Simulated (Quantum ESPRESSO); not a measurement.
Zn:

```
Zn
1.0
     2.67000    0.00000    0.00000
    -1.33500    2.31229    0.00000
     0.00000    0.00000    4.96600
Zn
2
Cartesian
  1.3350 0.7708 3.7245
  0.0000 1.5415 1.2415
```

```yaml
Program: Quantum ESPRESSO 7.5
Task: single point
Functional: PBE
Potentials_or_basis: SSSP 1.3 efficiency PBE
Cutoff: 748 eV
Density_cutoff: 5987 eV
k_mesh: 11 × 11 × 6
Occupations: fermi-dirac, width 0.05 eV
Spin: no spin polarisation
```

On this cell: pressure -0.8 GPa; largest force under 0.003 eV/Å; band gap on the k mesh none (metal or under the smearing width).

The same run follows on a disturbed copy (atoms moved at random, drawn with an rms of 0.05 Å):

```
CELL_PARAMETERS angstrom
2.67000 0.00000 0.00000
-1.33500 2.31229 0.00000
0.00000 0.00000 4.96600
ATOMIC_POSITIONS crystal
Zn 0.66542 0.31974 0.74893
Zn 0.32257 0.68013 0.25107
```

Q: What does the disturbed cell give?

A: The energy (extrapolated to zero smearing) moves by +1.0 meV/atom; pressure -0.7 GPa; largest force 0.049 eV/Å; band gap on the k mesh none (metal or under the smearing width).

Forces on the atoms (eV/Å):
```
Zn  -0.028  0.033  0.024
Zn   0.028 -0.033 -0.024
```

Stress tensor (GPa, compression positive):
```
-0.38 -0.05 -0.01
-0.05 -0.49  0.01
-0.01  0.01 -1.27
```
